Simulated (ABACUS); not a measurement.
# Ni (Fm-3m) in ABACUS: further runs

One crystal, Ni, is run at these levels: RPBE, LDA, PBEsol; tasks: single point, relaxation of cell and atoms.

All numbers are computed with ABACUS 3.10.1; they aren't measurements. Logs are shortened: lines on timing, memory, paths and dates and some standing lists are left out, and cuts for length are marked.

## Step 1: The crystal as given

The structure is cubic, space group Fm-3m (No. 225). The conventional cell has a = 3.475 Å, b = 3.475 Å, c = 3.475 Å, α = 90.00°, β = 90.00°, γ = 90.00°. Ni (site symmetry m-3m) has 12 Ni at 2.46 Å as nearest neighbours.

## Step 2: Single point, RPBE, collinear spin, ferromagnetic start

File INPUT:

```
INPUT_PARAMETERS
suffix              Ni
calculation         scf
basis_type          pw
pseudo_dir          ./
symmetry            1
dft_functional      GGA_X_RPBE+GGA_C_PBE
ecutwfc             40
pseudo_rcut         10
nspin               2
nbands              20
ks_solver           dav
smearing_method     fd
smearing_sigma      0.00367493
scf_thr             1e-08
scf_nmax            100
mixing_type         broyden
mixing_beta         0.4
cal_force           1
cal_stress          1
ecutrho             320
out_chg             1
out_pot             2
out_elf             0
kpar                4
```

File STRU:

```
ATOMIC_SPECIES
Ni 58.6934 ni_pbe_v1.4.uspp.F.UPF

LATTICE_CONSTANT
1.8897261246

LATTICE_VECTORS
0.0000000000 1.7375729330 1.7375729330
1.7375729330 0.0000000000 1.7375729330
1.7375729330 1.7375729330 0.0000000000

ATOMIC_POSITIONS
Direct

Ni
0.0
1
0.0000000000 0.0000000000 0.0000000000 1 1 1 mag 1
```

File KPT:

```
K_POINTS
0
Gamma
10 10 10 0 0 0
```

Potentials or basis: GBRV ultrasoft 1.5 PBE, plane waves.

Launch:

```sh
> OMP_NUM_THREADS=1 mpirun -np 4 abacus > log
```

running log:

```text
ABACUS v3.10.1

               Atomic-orbital Based Ab-initio Computation at UStc

 ------------------------------------------------------------------------------------

 READING GENERAL INFORMATION
                           global_out_dir = OUT.Ni/
                           global_in_card = INPUT
                               pseudo_dir = ./
                              orbital_dir =
                                    DSIZE = 4
                                    GSIZE = 1

 READING UNITCELL INFORMATION
                                    ntype = 1
                  lattice constant (Bohr) = 1.88973
              lattice constant (Angstrom) = 1

 READING ATOM TYPE 1
                               atom label = Ni
                      L=0, number of zeta = 1
                      L=1, number of zeta = 1
                      L=2, number of zeta = 1
             number of atom for this type = 1
               magnetization of element 1 = 1

                        TOTAL ATOM NUMBER = 1
DIRECT COORDINATES
    atom                   x                   y                   z     mag                  vx                  vy                  vz
taud_Ni1            0.0000000000        0.0000000000        0.0000000000  1.0000        0.0000000000        0.0000000000        0.0000000000

                          Volume (Bohr^3) = 70.8037
                             Volume (A^3) = 10.492

 Lattice vectors: (Cartesian coordinate: in unit of a_0)
                   +0            +1.73757            +1.73757
             +1.73757                  +0            +1.73757
             +1.73757            +1.73757                  +0
 Reciprocal vectors: (Cartesian coordinate: in unit of 2 pi/a_0)
            -0.287758           +0.287758           +0.287758
            +0.287758           -0.287758           +0.287758
            +0.287758           +0.287758           -0.287758
 The esolver type has been set to : ksdft_pw

                PAO radial cut off (Bohr) = 10

 Read in pseudopotential file is ni_pbe_v1.4.uspp.F.UPF
                     pseudopotential type = US
          exchange-correlation functional = PBE
                 nonlocal core correction = 1
                        valence electrons = 18
                                     lmax = 2
                           number of zeta = 5
                     number of projectors = 6
                           L of projector = 0
                           L of projector = 0
                           L of projector = 1
                           L of projector = 1
                           L of projector = 2
                           L of projector = 2
 XC functional updated to : GGA_X_RPBE+GGA_C_PBE
          exchange-correlation functional = GGA_X_RPBE+GGA_C_PBE
     initial pseudo atomic orbital number = 13
 The readin total magnetization is 1

 SETUP THE ELECTRONS NUMBER
            electron number of element Ni = 18
      total electron number of element Ni = 18
            AUTOSET number of electrons:  = 18
                           occupied bands = 9
                                   NBANDS = 20
                                   NLOCAL = 9

%%%%%%%%%%%%%%%%%%%%%%%%%%%%%%%%%%%%%%%%%%%%%%%%%%%%%%%%%%%%%%%%%%%%%%%%%%%%%%%%%%%%%%%%%%%%%%%%%%%%%%%%%%
 Warning: the number of valence electrons in pseudopotential > 10 for Ni: [Ar] 3d8 4s2
 Pseudopotentials with additional electrons can yield (more) accurate outcomes, but may be less efficient.
 If you're confident that your chosen pseudopotential is appropriate, you can safely ignore this warning.
%%%%%%%%%%%%%%%%%%%%%%%%%%%%%%%%%%%%%%%%%%%%%%%%%%%%%%%%%%%%%%%%%%%%%%%%%%%%%%%%%%%%%%%%%%%%%%%%%%%%%%%%%%

 SETUP THE PLANE WAVE BASIS
 energy cutoff for charge/potential (unit:Ry) = 160
            fft grid for charge/potential = [ 20, 20, 20 ]
                        fft grid division = [ 1, 1, 1 ]
        big fft grid for charge/potential = [ 27, 27, 27 ]
                                     nbxx = 19683
                                     nrxx = 8000

 SETUP PLANE WAVES FOR CHARGE/POTENTIAL
                    number of plane waves = 2421
                         number of sticks = 241

 PARALLEL PW FOR CHARGE/POTENTIAL
     PROC   COLUMNS(POT)             PW
        1            241           2421
 --------------- sum -------------------
        1            241           2421
                            number of |g| = 60
                                  max |g| = 14.2424
                                  min |g| = 0

 energy cutoff for dense charge/potential (unit:Ry) = 320
      fft grid for dense charge/potential = [ 27, 27, 27 ]
                                     nrxx = 19683

 SETUP PLANE WAVES FOR dense CHARGE/POTENTIAL
                    number of plane waves = 6855
                         number of sticks = 475

 PARALLEL PW FOR dense CHARGE/POTENTIAL
     PROC   COLUMNS(POT)             PW
        1            475           6855
 --------------- sum -------------------
        1            475           6855
                            number of |g| = 119
                                  max |g| = 28.7332
                                  min |g| = 0

----------- Double Check Mixing Parameters Begin ------------
mixing_type: broyden
mixing_beta: 0.4
mixing_gg0: 1
mixing_gg0_min: 0.1
mixing_beta_mag: 1.6
mixing_gg0_mag: 0
mixing_ndim: 8
----------- Double Check Mixing Parameters End ------------

 LATTICE VECTORS: (CARTESIAN COORDINATE: IN UNIT OF A0)
                   +0            +1.73757            +1.73757
             +1.73757                  +0            +1.73757
             +1.73757            +1.73757                  +0
                       right hand lattice = 1
                                   NORM_A = 2.4573
                                   NORM_B = 2.4573
                                   NORM_C = 2.4573
                           ALPHA (DEGREE) = 60
                           BETA  (DEGREE) = 60
                           GAMMA (DEGREE) = 60

 The lattice vectors have been changed (STRU_SIMPLE.cif)

(for optimal symmetric configuration:)
                             BRAVAIS TYPE = 3
                     BRAVAIS LATTICE NAME = 03. Cubic F (face-centered)
                                    ibrav = 3
                                    IBRAV = 3
                                  BRAVAIS = FACE CENTERED CUBIC
                       LATTICE CONSTANT A = 3.47515
Original cell was already a primitive cell.
                        ROTATION MATRICES = 48
              PURE POINT GROUP OPERATIONS = 48
                   SPACE GROUP OPERATIONS = 48
                              POINT GROUP = O_h
               POINT GROUP IN SPACE GROUP = O_h

 SETUP K-POINTS
                                    nspin = 2
                   Input type of k points = Monkhorst-Pack(Gamma)
                                   nkstot = 1000
                       right hand lattice = 1
(for reciprocal lattice: )
                             BRAVAIS TYPE = 2
                     BRAVAIS LATTICE NAME = 02. Cubic I (body-centered)
                                    ibrav = 2
                       right hand lattice = 1
(for k-lattice: )
                             BRAVAIS TYPE = 2
                     BRAVAIS LATTICE NAME = 02. Cubic I (body-centered)
                                    ibrav = 2
                       right hand lattice = 1
                        ROTATION MATRICES = 48
                               nkstot_ibz = 47
K-POINTS REDUCTION ACCORDING TO SYMMETRY
     IBZ    DIRECT_X    DIRECT_Y    DIRECT_Z  WEIGHT  ibz2bz
       1  0.00000000  0.00000000  0.00000000  0.0010       0
       2  0.10000000  0.10000000  0.10000000  0.0080       1
       3  0.20000000  0.20000000  0.20000000  0.0080       2
       4  0.30000000  0.30000000  0.30000000  0.0080       3
       5  0.40000000  0.40000000  0.40000000  0.0080       4
       6  0.50000000  0.50000000  0.50000000  0.0040       5
[... 22 lines left out ...]
      29  0.50000000  0.50000000  0.10000000  0.0240      45
      30 -0.20000000  0.40000000  0.40000000  0.0120      46
[... 17 further k points ...]

                               nkstot now = 47
[... K-POINTS DIRECT COORDINATES: 47 rows ...]

           k-point number in this process = 12
       minimum distributed K point number = 11
[... stars of the k points ...]
                             nks(nspin=2) = 24
                          nkstot(nspin=2) = 94

[... K-POINTS CARTESIAN COORDINATES: 24 rows ...]

[... K-POINTS DIRECT COORDINATES: 24 rows ...]

 SETUP PLANE WAVES FOR WAVE FUNCTIONS
     energy cutoff for wavefunc (unit:Ry) = 40
              fft grid for wave functions = [ 20, 20, 20 ]
                    number of plane waves = 411
                         number of sticks = 73

 PARALLEL PW FOR WAVE FUNCTIONS
     PROC   COLUMNS(POT)             PW
        1             73            411
 --------------- sum -------------------
        1             73            411

 SETUP NONLOCAL PSEUDOPOTENTIALS IN PLANE WAVE BASIS
 Ni non-local projectors:
 projector 1 L=0
 projector 2 L=0
 projector 3 L=1
 projector 4 L=1
 projector 5 L=2
 projector 6 L=2
      TOTAL NUMBER OF NONLOCAL PROJECTORS = 18

 Init Non-Local PseudoPotential table :
 Init Non-Local-Pseudopotential done.

                                     npwx = 311

 Make real space PAO into reciprocal space.
       max mesh points in Pseudopotential = 687
     dq(describe PAO in reciprocal space) = 0.01
                                    max q = 763

 number of pseudo atomic orbitals for Ni is 5
WARNING: norm of atomic wavefunction # 5 of atomic type Ni is 0.999994, renormalized

 -------------------------------------------
 SELF-CONSISTENT
 -------------------------------------------
                                 init_chg = atomic

 PW ALGORITHM --------------- ION=   1  ELEC=   1--------------------------------

          total magnetism (Bohr mag/cell) = 0.126622
       absolute magnetism (Bohr mag/cell) = 0.177388
                        nelec for spin up = 9.06331
                      nelec for spin down = 8.93669

 Density error is 29.5946661121
                          Error Threshold = 0.01
----------------------------------------------------------
     Energy           Rydberg                 eV
----------------------------------------------------------
 E_KohnSham     -335.0574060341      -4558.6898791635
 E_Harris       -446.2228311060      -6071.1730807336
 E_Fermi        2.7709237967         37.7003523585
----------------------------------------------------------

 PW ALGORITHM --------------- ION=   1  ELEC=   2--------------------------------
          total magnetism (Bohr mag/cell) = -0.00948824940159
       absolute magnetism (Bohr mag/cell) = 0.0461721968533
                        nelec for spin up = 8.9952558753
                      nelec for spin down = 9.0047441247
[... 155 lines left out ...]
 PW ALGORITHM --------------- ION=   1  ELEC=  12--------------------------------
          total magnetism (Bohr mag/cell) = -0.000157277629022
       absolute magnetism (Bohr mag/cell) = 0.000161886111453
                        nelec for spin up = 8.99992136119
                      nelec for spin down = 9.00007863881

 Density error is 5.79456235855e-10
                          Error Threshold = 3.72595524903e-10
----------------------------------------------------------
     Energy           Rydberg                 eV
----------------------------------------------------------
 E_KohnSham     -343.3408522745      -4671.3919471090
 E_KS(sigma->0) -343.3399541817      -4671.3797279300
 E_Harris       -343.3410475030      -4671.3946033293
 E_band         -20.1266789095       -273.8375149851
 E_one_elec     -187.4290124077      -2550.1025392576
 E_Hartree      105.9638799068       1441.7125489203
 E_xc           -35.6703924723       -485.3205875200
 E_Ewald        -226.2035311157      -3077.6569308936
 E_entropy(-TS) -0.0017961855        -0.0244383580
 E_descf        0.0000000000         0.0000000000
 E_exx          0.0000000000         0.0000000000
 E_Fermi        1.3727525084         18.6772560587
----------------------------------------------------------

 charge density convergence is achieved
 final etot is -4671.3919471 eV
 EFERMI = 18.677256059 eV
The vacuum level is 17.956564621 eV

 STATE ENERGY(eV) AND OCCUPATIONS    NSPIN == 2
SPIN UP :
 1/12 kpoint (Cartesian) = 0.0000 0.0000 0.0000 (307 pws)
       1       -84.5279     0.00100000
       2       -44.7744     0.00100000
       3       -44.7744     0.00100000
       4       -44.7744     0.00100000
       5        9.44751     0.00100000
       6        16.7033     0.00100000
[... 12 lines left out ...]
      19        59.8170        0.00000
      20        59.8170        0.00000
[... 89 lines left out ...]
 6/12 kpoint (Cartesian) = 0.14388 0.14388 0.14388 (302 pws)
       1       -84.4880     0.00400000
       2       -45.0264     0.00400000
       3       -44.8106     0.00400000
       4       -44.8106     0.00400000
       5        13.9852     0.00400000
       6        16.6463     0.00400000
[... 12 lines left out ...]
      19        66.2742        0.00000
      20        68.2442        0.00000

[... levels at 18 further k points ...]

------------------------------------------------------------------------------------------
 TOTAL-FORCE (eV/Angstrom)
------------------------------------------------------------------------------------------
                       Ni1         0.0000000000         0.0000000000         0.0000000000
------------------------------------------------------------------------------------------

----------------------------------------------------------------
 TOTAL-STRESS (KBAR)
----------------------------------------------------------------
        46.7958124657         0.0000000000        -0.0000000000
        -0.0000000000        46.7958124657         0.0000000000
         0.0000000000         0.0000000000        46.7958124657
----------------------------------------------------------------
 TOTAL-PRESSURE: 46.795812 KBAR

 --------------------------------------------
 !FINAL_ETOT_IS -4671.3919471089802755 eV
 --------------------------------------------
```

Run time: 6.5 s. Hardware: 4 MPI ranks of Intel Xeon Platinum 8488C (Sapphire Rapids), shared host; peak memory 0.32 GiB.

Results:

- Free energy: -4671.3919 eV
- Pressure: 4.7 GPa
- Band gap on the k mesh: none (metal or under the smearing width)
- Net moment: 0.00 μB per cell
- Absolute moment: 0.00 μB per cell

Levels at points of the mesh, in eV from the Fermi level:
Spin up:
```tsv
k point	band 7	band 8	band 9	band 10	band 11	band 12
(0.00, 0.00, 0.00)	-1.97	-1.97	-0.81	-0.81	23.80	28.15
(0.50, 0.50, 0.50)	-2.03	-0.31	-0.03	-0.03	6.28	22.31
(0.50, 0.50, 0.00)	-0.05	0.17	0.17	2.54	9.77	15.25
```
Spin down:
| k point | band 6 | band 7 | band 8 | band 9 | band 10 | band 11 | band 12 | band 13 |
| --- | --- | --- | --- | --- | --- | --- | --- | --- |
| (0.00, 0.00, 0.00) | -1.97 | -1.97 | -1.97 | -0.81 | -0.81 | 23.80 | 28.15 | 28.15 |
| (0.50, 0.50, 0.50) | -2.03 | -2.03 | -0.31 | -0.03 | -0.03 | 6.28 | 22.31 | 25.42 |
| (0.50, 0.50, 0.00) | -3.93 | -0.05 | 0.17 | 0.17 | 2.54 | 9.77 | 15.25 | 15.25 |

Caveat: the potentials were made for another functional, which shifts forces and pressure.

## Step 3: Relaxation of cell and atoms, RPBE, collinear spin, ferromagnetic start

INPUT, as its differences from that of step 2:

```diff
@@ -2,3 +2,3 @@
 suffix              Ni
-calculation         scf
+calculation         cell-relax
 basis_type          pw
@@ -10,3 +10,3 @@
 nspin               2
-nbands              20
+nbands              14
 ks_solver           dav
@@ -21,5 +21,7 @@
 ecutrho             320
-out_chg             1
-out_pot             2
-out_elf             0
+relax_nmax          60
+force_thr_ev        0.01
+relax_method        cg
+out_stru            1
+stress_thr          0.2
 kpar                4
```

STRU is that of step 2.

KPT is that of step 2.

Potentials or basis: GBRV ultrasoft 1.5 PBE, plane waves.

Launch:

```sh
> OMP_NUM_THREADS=1 mpirun -np 4 abacus > log
```

Run time: 23 s. Hardware: 4 MPI ranks of Intel Xeon Platinum 8488C (Sapphire Rapids), shared host; peak memory 0.36 GiB.

It converged, with:

| Property | Result |
| --- | --- |
| Free energy | -4671.3942 eV |
| Relaxed volume | 10.65 Å³/atom |
| Relaxed cell | a = 2.470 Å, b = 2.470 Å, c = 2.470 Å, α = 60.00°, β = 60.00°, γ = 60.00° |
| Space group after relaxing (to 0.05 Å) | Fm-3m (No. 225) |
| Energy gained by relaxing | 2.3 meV/atom |
| Ionic steps | 4 |
| Pressure after relaxing | 0.0 GPa |
| Band gap on the k mesh | none (metal or under the smearing width) |
| Net moment | 0.00 μB per cell |
| Absolute moment | 0.00 μB per cell |

The path:
| step | energy change (eV) | largest force (eV/Å) | pressure (GPa) | volume (Å³) |
| --- | --- | --- | --- | --- |
| 1 | 0.0000 | 0.0000 | 4.73 | 10.49 |
| 2 | 0.0082 | 0.0000 | -9.78 | 10.99 |
| 3 | -0.0023 | 0.0000 | -0.52 | 10.65 |
| 4 | -0.0023 | 0.0000 | 0.01 | 10.65 |

Final structure:
```
Ni
1.0
     0.00000    1.74624    1.74624
     1.74624    0.00000    1.74624
     1.74624    1.74624    0.00000
Ni
1
Direct
  0.00000 0.00000 0.00000
```

Levels at points of the mesh, in eV from the Fermi level:
Spin up:
| k point | band 6 | band 7 | band 8 | band 9 | band 10 |
| --- | --- | --- | --- | --- | --- |
| (0.00, 0.00, 0.00) | -1.93 | -1.93 | -1.93 | -0.80 | -0.80 |
| (0.50, 0.50, 0.50) | -1.99 | -1.99 | -0.28 | -0.03 | -0.03 |
| (0.50, 0.50, 0.00) | -3.85 | -0.05 | 0.17 | 0.17 | 2.54 |
Spin down:
```
           k point  band 6  band 7  band 8  band 9  band 10
(0.00, 0.00, 0.00)   -1.93   -1.93   -1.93   -0.80    -0.80
(0.50, 0.50, 0.50)   -1.99   -1.99   -0.28   -0.03    -0.03
(0.50, 0.50, 0.00)   -3.85   -0.05    0.17    0.17     2.54
```

Caveat: the potentials were made for another functional, which shifts forces and pressure.

(Part 1 of 2 ends here.)
